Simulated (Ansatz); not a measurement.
# Si: the cost of one run

Program: Ansatz 0.2.0. Level of theory: DFT PBE, scalar-relativistic, plane waves, PAW. These are calculated values, not measurements.

1 further run of the same task is left out (set aside as unsound or not needed).

## 1. The structure to begin with

The structure is hexagonal, space group P6_3/mmc (No. 194). Conventional cell: a = 3.851 Å, b = 3.851 Å, c = 6.365 Å, α = 90.00°, β = 90.00°, γ = 120.00°. Around Si (site symmetry 3m) lie 4 Si at 2.36 to 2.38 Å.

Coordinates:

```cif
data_structure
_symmetry_space_group_name_H-M 'P 1'
_symmetry_Int_Tables_number 1
_cell_length_a 3.8513
_cell_length_b 3.8513
_cell_length_c 6.3650
_cell_angle_alpha 90.000
_cell_angle_beta 90.000
_cell_angle_gamma 120.000
_cell_volume 81.76
loop_
_atom_site_label
_atom_site_type_symbol
_atom_site_fract_x
_atom_site_fract_y
_atom_site_fract_z
_atom_site_occupancy
Si1 Si 0.33333 0.66667 0.06293 1
Si2 Si 0.66667 0.33333 0.56293 1
Si3 Si 0.33333 0.66667 0.43707 1
Si4 Si 0.66667 0.33333 0.93707 1
```

It goes back to an entry of the Materials Project, which need not be the stable form.

This cell was relaxed beforehand with the same method: volume 20.44 Å³/atom, gap on the mesh 0.45 eV.

## 2. Relaxing the first end

The supercell's rows are -1 1 1; 1 -1 1; 2 2 -1 in vectors of the relaxed cell. Atom 33 is the Si that will move.

input.yaml reads:

```yaml
crystal:
  lattice:
    - [-5.7769209609, 3.3353068718, 6.3650226989]
    - [5.7769209609, -3.3353068718, 6.3650226989]
    - [3.8512806405, 6.6706137437, -6.3650226989]
  atoms:
    - { symbol: Si, position: [0.2397988032, 0.0731321366, 0.25] }
    - { symbol: Si, position: [0.7397988032, 0.5731321366, 0.25] }
    - { symbol: Si, position: [0.1147988032, 0.4481321366, 0.5] }
    - { symbol: Si, position: [0.6147988032, 0.9481321366, 0.5] }
    - { symbol: Si, position: [0.4897988032, 0.3231321366, 0.75] }
    - { symbol: Si, position: [0.9897988032, 0.8231321366, 0.75] }
    - { symbol: Si, position: [0.8647988032, 0.1981321366, 0.0] }
    - { symbol: Si, position: [0.3647988032, 0.6981321366, 1.0] }
    - { symbol: Si, position: [0.3231321366, 0.4897988032, 0.25] }
    - { symbol: Si, position: [0.8231321366, 0.9897988032, 0.25] }
    - { symbol: Si, position: [0.1981321366, 0.8647988032, 0.5] }
    - { symbol: Si, position: [0.6981321366, 0.3647988032, 0.5] }
    - { symbol: Si, position: [0.5731321366, 0.7397988032, 0.75] }
    - { symbol: Si, position: [0.0731321366, 0.2397988032, 0.75] }
    - { symbol: Si, position: [0.9481321366, 0.6147988032, 1.0] }
    - { symbol: Si, position: [0.4481321366, 0.1147988032, 0.0] }
    - { symbol: Si, position: [0.4268678634, 0.2602011968, 0.25] }
    - { symbol: Si, position: [0.9268678634, 0.7602011968, 0.25] }
    - { symbol: Si, position: [0.3018678634, 0.6352011968, 0.5] }
    - { symbol: Si, position: [0.8018678634, 0.1352011968, 0.5] }
    - { symbol: Si, position: [0.6768678634, 0.5102011968, 0.75] }
    - { symbol: Si, position: [0.1768678634, 0.0102011968, 0.75] }
    - { symbol: Si, position: [0.0518678634, 0.3852011968, 0.0] }
    - { symbol: Si, position: [0.5518678634, 0.8852011968, 1.0] }
    - { symbol: Si, position: [0.5102011968, 0.6768678634, 0.25] }
    - { symbol: Si, position: [0.0102011968, 0.1768678634, 0.25] }
    - { symbol: Si, position: [0.3852011968, 0.0518678634, 0.5] }
    - { symbol: Si, position: [0.8852011968, 0.5518678634, 0.5] }
    - { symbol: Si, position: [0.7602011968, 0.9268678634, 0.75] }
    - { symbol: Si, position: [0.2602011968, 0.4268678634, 0.75] }
    - { symbol: Si, position: [0.1352011968, 0.8018678634, 1.0] }
    - { symbol: Si, position: [0.6352011968, 0.3018678634, 0.0] }
    - { symbol: Si, position: [-0.0072489478, 0.0068402438, -0.0003992773] }
basis:
  ecutwfc: 420
  xc_grid: 2
kpoints:
  mp_grid: { grid: [2, 2, 2], shift: [0.5, 0.5, 0.5] }
hamiltonian:
  xc: pbe
scf:
  occupations: { method: gaussian, width: 0.02 }
output:
  forces: true
  stress: false
  eigenvalues: true
  write_density: true
  write_potential: true
  elf: true
  volumetric_format: npy
relax:
  adjacent_minimum: "off"
  f_tol: 0.02
  max_steps: 60
```

Run with:

```console
ansatz run input.yaml --threads 4 --pin off --max-ram 10240MiB --backend cpu --events-out ev --progress --plain --runs-dir out
```

**Question.** How long does this run take on 4 threads of Intel Xeon 6975P-C (Granite Rapids), shared host, and how much memory does it need?

About 90 s, with a peak of 1.5 GiB.
